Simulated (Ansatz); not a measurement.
# NbP (I4_1md) in Ansatz: a series of runs

One crystal, NbP, is run at these levels: LDA; tasks: single point, equation of state.

Program: Ansatz 0.2.0. These are calculated values, not measurements. Logs are shortened: lines on timing, memory, paths and dates and some standing lists are left out, and cuts for length are marked.

## Step 1: Starting point

Symmetry: I4_1md, No. 109, tetragonal system. Conventional cell: a = 3.350 Å, b = 3.350 Å, c = 11.480 Å, α = 90.00°, β = 90.00°, γ = 90.00°. Nb (site symmetry 2mm) has 6 P at 2.55 Å as nearest neighbours. P (site symmetry 2mm) is surrounded by 6 Nb at 2.55 Å.

The cell is a database's computed one.

## Step 2: Single point, LDA, 15.14 Å³/atom (volume scaled by 0.94)

input.yaml

```yaml
crystal:
  lattice:
    - [-1.6407315532, 1.6407315532, 5.6229302316]
    - [1.6407315532, -1.6407315532, 5.6229302316]
    - [1.6407315532, 1.6407315532, -5.6229302316]
  atoms:
    - { symbol: Nb, position: [0.2498808, 0.7498808, 0.5] }
    - { symbol: Nb, position: [0.4998808, 0.4998808, 0.0] }
    - { symbol: P, position: [0.83274777, 0.33274777, 0.5] }
    - { symbol: P, position: [0.08274777, 0.08274777, 0.0] }
hamiltonian:
  xc: lda
  pseudopotentials: { kind: paw }
kpoints:
  mp_grid: { grid: [11, 11, 11] }
scf:
  occupations: { method: fermi_dirac, width: 0.05 }
output:
  forces: true
  stress: true
  eigenvalues: true
```

Potentials or basis: Ansatz PAW.

Command:

```bash
$ ansatz run input.yaml --threads 2 --pin off --max-ram 5632MiB --backend cpu --events-out ev --progress --plain --runs-dir out
```

Standard output:

```text
Warning: RAYON_NUM_THREADS=2 ignored (pool sized by the plan → 2); use --threads N
basis.fft_grid_basis auto: the FFT boxes are laid along the combinations [[1, 0, 1], [0, 1, 1], [0, 0, 1]] of the cell's own vectors, 3.281, 3.281 and 6.083 Å long. The dense box has 24×24×45 points. Along the cell's own vectors, as sized, it would have 45×45×45, 3.52 times as many. Of the 8 symmetry operations that the crystal satisfies within crystal.symmetry.tolerance (time reversal apart; of a slab, those that keep its plane) the dense box along the cell's own vectors carries 8, and the one as laid loses 6 of those. basis.fft_grid_basis: typed keeps the cell's own vectors: state it where this run's energies or levels are differenced outside the engine with another run's, or held beside a run that keeps those vectors.
Engine: ansatz 0.2.0, x86_64-unknown-linux-gnu
Pseudopotentials: kind: paw
Pseudopotential: Nb, paw, valence charge 13, recommended cutoff 420 eV (normal), Nb.paw.azcp
Pseudopotential: P, paw, valence charge 5, recommended cutoff 420 eV (normal), P.paw.azcp
Functional definition: SPW92
  exchange = slater_x
  correlation = pw_c
Crystal: 4 atoms, lattice volume = 60.548 Å³
Basis set: ecut = 420 eV, 1207 PW (Γ), FFT grids on a1+a3, a2+a3, a3
Bands: 22, of which v1, the nominal top of the filled ones, is band 18 counted from 1 (17 counted from 0)
Symmetry: 8 space group operations
Space group: I41md (ITA 109), of the structure as read, at distance tolerance 3.9e-5 Å
k-points: 126 of 1331 (time reversal used)
Non-local potential: Nb, projectors of the file, l = 0: 3, l = 1: 2, l = 2: 2, l = 3: 1
Non-local potential: P, projectors of the file, l = 0: 2, l = 1: 2, l = 2: 2
PAW form: soft (Blöchl's): semilocal exchange-correlation on the pseudo side does not see the compensation charge
PAW frozen core: Nb, regenerated for the run's functional, and the local potential with it (the file was generated under x = pbe(κ = 0.804, μ = 0.2195149727645171), c = pbe(β = 0.06672455060314922))
PAW frozen core: P, regenerated for the run's functional, and the local potential with it (the file was generated under x = pbe(κ = 0.804, μ = 0.2195149727645171), c = pbe(β = 0.06672455060314922))
PAW one-centre angular grid: Nb, 590 points (default); XC on 64 Gauss nodes
PAW one-centre angular grid: P, 110 points (default); XC on 64 Gauss nodes
Initial density: superposition of atomic densities (neutral atoms: chi_scale 0, normalization atom), corrected by the library's trained network
Initial wavefunctions: pseudopotential atomic-orbital guess
Functional: x = slater, c = lda
SCF iter   1: F=—  HF=-10341.582721 eV  |F-HF|=—  |Δ(HF+E_count)|=         —  Δρ=1.02e-2  dr2=3.25e-2  ethr=1.77e-3  ⟨swp⟩=6.0  Hψ=14090  notcnv=0
preconditioner: auto → Kerker (q_TF=auto, 2.502 Å⁻¹)  [metal: Δε(μ)=0.028 eV  Ē_g=6.783 eV  σ=0.050 eV  W_gap=0.14  n_scr=12 (ndim 8)  ℏωp=21.3 eV  f_vac=0.000  D(μ)=0.62/eV (n_scr^D=2)]
SCF iter   2: F=—  HF=-10341.577154 eV  |F-HF|=—  |Δ(HF+E_count)|=   5.57e-3  Δρ=5.61e-3  dr2=9.48e-3  ethr=9.03e-5  ⟨swp⟩=1.2  Hψ=3808  notcnv=0
SCF iter   3: F=—  HF=-10341.575152 eV  |F-HF|=—  |Δ(HF+E_count)|=   2.00e-3  Δρ=6.75e-4  dr2=2.74e-4  ethr=2.63e-5  ⟨swp⟩=2.3  Hψ=3810  notcnv=0
SCF iter   4: F=—  HF=-10341.575075 eV  |F-HF|=—  |Δ(HF+E_count)|=   7.79e-5  Δρ=1.41e-4  dr2=1.27e-5  ethr=7.61e-7  ⟨swp⟩=2.2  Hψ=3798  notcnv=0
SCF iter   5: F=—  HF=-10341.575072 eV  |F-HF|=—  |Δ(HF+E_count)|=   2.76e-6  Δρ=2.46e-5  dr2=3.54e-7  ethr=3.53e-8  ⟨swp⟩=2.1  Hψ=3801  notcnv=0
SCF iter   6: F=-10341.575072 eV  HF=-10341.575072 eV  |F-HF|=1.16e-9  |Δ(HF+E_count)|=   1.89e-8  Δρ=4.29e-6  dr2=8.60e-9  ethr=2.78e-10  ⟨swp⟩=5.0  Hψ=11249  notcnv=0
SCF 1 converged in 6 iterations: F = -10341.575072 eV  dr2 = 8.60e-9
SCF converged after 6 iterations
Free energy (F): -10341.575072 eV
Harris-Foulkes:  -10341.575072 eV  (|F-HF|=1.16e-9)
Internal energy: -10341.569589 eV  (E = F + TS)
E sigma→0 (E₀):  -10341.572330 eV
Entropy (-TS):   -0.005483 eV (-1.371 meV/atom)
Fermi energy:    15.705393 eV
--- Per-component energies (eV) ---
  E_band       = -114.910649
  E_kinetic    = 943.382539
  E_local      = -1667.045891  (includes V_loc(G=0)·N_el)
  E_nonlocal   = 317.730560
  E_hartree    = 542.271482
  E_xc         = -477.660050
  E_vxc        = -555.392168  (∫ρ·V_xc dr)
  E_paw        = -7010.424636  (= ΣΔE_a)
  E_vpaw       = -238.129424  (= ΣTr[D̂ρ^β])
  E_aug_tail   = 0.000019  (compensation charges beyond the density's cutoff)
  E_ewald      = -2990.909702
  E_core_change = 1.086092  (= ΣΔE_core)
  E_smearing   = -0.005483  (= −TS)
  E_closure    = 0.000000  (closes the sum)
  Σ components = -10341.575072   (vs F -10341.575072, Δ=0.00e0)
--- Forces (eV/Å), atoms counted from 1 ---
  atom   1  Nb     0.00000000    -0.00000000     0.03880551
  atom   2  Nb     0.00000000     0.00000000     0.03880551
  atom   3  P     -0.00000000    -0.00000000    -0.03879922
  atom   4  P     -0.00000000     0.00000000    -0.03879922
  max |Σ_I F_I| component: 1.26e-5 eV/Å
--- Stress (GPa, compression-positive) ---
        3.418723       0.000000       0.000000
        0.000000       3.418723      -0.000000
        0.000000      -0.000000       1.666027
  P = ⅓ Tr σ = 2.8345 GPa (28.345 kbar)
--- Band table (eV; the first three rows and the last of 126) ---
  k-point 0: bands = ["-38.8964", "-38.8465", "-15.3243", "-15.0443", "-15.0443", "-14.8811", "-14.8811", "-14.8370", "2.7327", "5.3496", "9.3132", "12.4829", "13.3988", "13.4231", "13.4231", "13.8402", "14.3494", "14.3494", "16.5981", "17.4482", "18.5490", "19.1179"]
  k-point 1: bands = ["-38.8917", "-38.8439", "-15.3095", "-15.0738", "-15.0663", "-14.9113", "-14.9026", "-14.8327", "2.9758", "5.4253", "9.4311", "12.1807", "13.1889", "13.2583", "13.3065", "13.7492", "14.3786", "14.5054", "16.2423", "16.8868", "18.5996", "18.6283"]
  k-point 2: bands = ["-38.8788", "-38.8371", "-15.2743", "-15.1483", "-15.1184", "-14.9790", "-14.9577", "-14.8352", "3.6281", "5.5627", "9.8735", "11.3974", "12.1264", "12.7468", "12.8917", "13.9300", "14.7774", "14.8800", "15.9498", "16.2085", "18.0536", "19.0226"]
  k-point 125: bands = ["-38.8702", "-38.8692", "-15.1148", "-15.0834", "-15.0529", "-15.0527", "-14.8921", "-14.8670", "3.8751", "3.9042", "11.4109", "11.5956", "12.4112", "12.6888", "12.9209", "13.3580", "14.8188", "15.3946", "16.6452", "17.5416", "17.8890", "18.2593"]
```

It took 25 s on 2 threads of Intel Xeon at 2.50GHz (Skylake/Cascade Lake), shared host; peak memory 0.47 GiB.

What came out:

| Quantity | Value |
| --- | --- |
| Free energy | -10341.5751 eV |
| Pressure | 2.8 GPa |
| Largest force | 0.039 eV/Å |
| Band gap on the k mesh | none (metal or under the smearing width) |

Caveat: the PAW data sets come from PBE, with cores solved anew for the run's functional, which leaves a small shift of forces and pressure.

## Step 3: Single point, LDA, 15.46 Å³/atom (volume scaled by 0.96)

input.yaml, as its differences from that of step 2:

```diff
@@ -2,5 +2,5 @@
   lattice:
-    - [-1.6407315532, 1.6407315532, 5.6229302316]
-    - [1.6407315532, -1.6407315532, 5.6229302316]
-    - [1.6407315532, 1.6407315532, -5.6229302316]
+    - [-1.6522863814, 1.6522863814, 5.6625296365]
+    - [1.6522863814, -1.6522863814, 5.6625296365]
+    - [1.6522863814, 1.6522863814, -5.6625296365]
   atoms:
```

Potentials or basis: Ansatz PAW.

Command:

```bash
$ ansatz run input.yaml --threads 2 --pin off --max-ram 5632MiB --backend cpu --events-out ev --progress --plain --runs-dir out
```

It took 24 s on 2 threads of Intel Xeon at 2.50GHz (Skylake/Cascade Lake), shared host; peak memory 0.47 GiB.

The run converged. Its results:

```
Free energy            : -10341.5794 eV
Pressure               : -1.7 GPa
Largest force          : 0.030 eV/Å
Band gap on the k mesh : none (metal or under the smearing width)
```

Caveat: the PAW data sets come from PBE, with cores solved anew for the run's functional, which leaves a small shift of forces and pressure.

## Step 4: Single point, LDA, 15.78 Å³/atom (volume scaled by 0.98)

input.yaml, as its differences from that of step 3:

```diff
@@ -2,5 +2,5 @@
   lattice:
-    - [-1.6522863814, 1.6522863814, 5.6625296365]
-    - [1.6522863814, -1.6522863814, 5.6625296365]
-    - [1.6522863814, 1.6522863814, -5.6625296365]
+    - [-1.66368182, 1.66368182, 5.7015827992]
+    - [1.66368182, -1.66368182, 5.7015827992]
+    - [1.66368182, 1.66368182, -5.7015827992]
   atoms:
```

Command:

```bash
$ ansatz run input.yaml --threads 2 --pin off --max-ram 5632MiB --backend cpu --events-out ev --progress --plain --runs-dir out
```

It took 19 s on 2 threads of Intel Xeon at 2.50GHz (Skylake/Cascade Lake), shared host; peak memory 0.47 GiB.

The run converged. Its results:

| Item | Value |
| --- | --- |
| Free energy | -10341.5493 eV |
| Pressure | -5.7 GPa |
| Largest force | 0.022 eV/Å |
| Band gap on the k mesh | none (metal or under the smearing width) |

Caveat: the PAW data sets come from PBE, with cores solved anew for the run's functional, which leaves a small shift of forces and pressure.

## Step 5: Single point, LDA, 16.10 Å³/atom

input.yaml, as its differences from that of step 4:

```diff
@@ -2,5 +2,5 @@
   lattice:
-    - [-1.66368182, 1.66368182, 5.7015827992]
-    - [1.66368182, -1.66368182, 5.7015827992]
-    - [1.66368182, 1.66368182, -5.7015827992]
+    - [-1.6749232544, 1.6749232544, 5.7401081759]
+    - [1.6749232544, -1.6749232544, 5.7401081759]
+    - [1.6749232544, 1.6749232544, -5.7401081759]
   atoms:
```

Command:

```bash
$ ansatz run input.yaml --threads 2 --pin off --max-ram 5632MiB --backend cpu --events-out ev --progress --plain --runs-dir out
```

Run time: 26 s. Hardware: 2 threads of Intel Xeon at 2.50GHz (Skylake/Cascade Lake), shared host; peak memory 0.48 GiB.

The run converged. Its results:

```yaml
Free_energy: -10341.4884 eV
Pressure: -9.4 GPa
Largest_force: 0.015 eV/Å
Band_gap_on_the_k_mesh: none (metal or under the smearing width)
```

Caveat: the PAW data sets come from PBE, with cores solved anew for the run's functional, which leaves a small shift of forces and pressure.

## Step 6: Single point, LDA, 16.43 Å³/atom (volume scaled by 1.02)

input.yaml, as its differences from that of step 5:

```diff
@@ -2,5 +2,5 @@
   lattice:
-    - [-1.6749232544, 1.6749232544, 5.7401081759]
-    - [1.6749232544, -1.6749232544, 5.7401081759]
-    - [1.6749232544, 1.6749232544, -5.7401081759]
+    - [-1.6860157846, 1.6860157846, 5.7781232452]
+    - [1.6860157846, -1.6860157846, 5.7781232452]
+    - [1.6860157846, 1.6860157846, -5.7781232452]
   atoms:
@@ -21 +21,5 @@
   eigenvalues: true
+  write_density: true
+  write_potential: true
+  elf: true
+  volumetric_format: npy
```

Potentials or basis: Ansatz PAW.

Command:

```bash
$ ansatz run input.yaml --threads 2 --pin off --max-ram 5632MiB --backend cpu --events-out ev --progress --plain --runs-dir out
```

It took 43 s on 2 threads of Intel Xeon at 2.50GHz (Skylake/Cascade Lake), shared host; peak memory 0.5 GiB.

Results (log left out):

| Item | Value |
| --- | --- |
| Free energy | -10341.3999 eV |
| Pressure | -12.6 GPa |
| Largest force | 0.008 eV/Å |
| Band gap on the k mesh | none (metal or under the smearing width) |

Caveat: the PAW data sets come from PBE, with cores solved anew for the run's functional, which leaves a small shift of forces and pressure.

## Step 7: Single point, LDA, 16.75 Å³/atom (volume scaled by 1.04)

input.yaml, as its differences from that of step 6:

```diff
@@ -2,5 +2,5 @@
   lattice:
-    - [-1.6860157846, 1.6860157846, 5.7781232452]
-    - [1.6860157846, -1.6860157846, 5.7781232452]
-    - [1.6860157846, 1.6860157846, -5.7781232452]
+    - [-1.6969642459, 1.6969642459, 5.8156445774]
+    - [1.6969642459, -1.6969642459, 5.8156445774]
+    - [1.6969642459, 1.6969642459, -5.8156445774]
   atoms:
@@ -21,5 +21 @@
   eigenvalues: true
-  write_density: true
-  write_potential: true
-  elf: true
-  volumetric_format: npy
```

Command:

```bash
$ ansatz run input.yaml --threads 2 --pin off --max-ram 5632MiB --backend cpu --events-out ev --progress --plain --runs-dir out
```

It took 33 s on 2 threads of Intel Xeon at 2.50GHz (Skylake/Cascade Lake), shared host; peak memory 0.48 GiB.

The run converged. Its results:

| Item | Value |
| --- | --- |
| Free energy | -10341.2868 eV |
| Pressure | -15.5 GPa |
| Band gap on the k mesh | none (metal or under the smearing width) |

Caveat: the PAW data sets come from PBE, with cores solved anew for the run's functional, which leaves a small shift of forces and pressure.

## Step 8: Single point, LDA, 17.07 Å³/atom (volume scaled by 1.06)

input.yaml, as its differences from that of step 7:

```diff
@@ -2,5 +2,5 @@
   lattice:
-    - [-1.6969642459, 1.6969642459, 5.8156445774]
-    - [1.6969642459, -1.6969642459, 5.8156445774]
-    - [1.6969642459, 1.6969642459, -5.8156445774]
+    - [-1.7077732268, 1.7077732268, 5.8526878982]
+    - [1.7077732268, -1.7077732268, 5.8526878982]
+    - [1.7077732268, 1.7077732268, -5.8526878982]
   atoms:
```

Command:

```bash
$ ansatz run input.yaml --threads 2 --pin off --max-ram 5632MiB --backend cpu --events-out ev --progress --plain --runs-dir out
```

Run time: 33 s. Hardware: 2 threads of Intel Xeon at 2.50GHz (Skylake/Cascade Lake), shared host; peak memory 0.49 GiB.

Results (log left out):

```yaml
Free_energy: -10341.1517 eV
Pressure: -18.1 GPa
Largest_force: 0.003 eV/Å
Band_gap_on_the_k_mesh: none (metal or under the smearing width)
```

Caveat: the PAW data sets come from PBE, with cores solved anew for the run's functional, which leaves a small shift of forces and pressure.

## Step 9: Equation of state, LDA

Potentials or basis: Ansatz PAW.

No new run: the results of the series are fitted here.

Results:

- Equilibrium volume: 15.33 Å³/atom
- Bulk modulus at fixed shape and positions: 213 GPa
- Pressure derivative of the bulk modulus: 4.3

Energy against volume, from the lowest point:
```
volume (Å³/atom)  energy (meV/atom)
          15.137               1.07
          15.459               0.00
          15.781               7.53
          16.103              22.75
          16.425              44.87
          16.747              73.14
          17.069             106.92
```

Caveat: the cell was scaled at fixed shape and fractional positions, which overstates the stiffness of a crystal with free parameters, most of all of layers and chains.
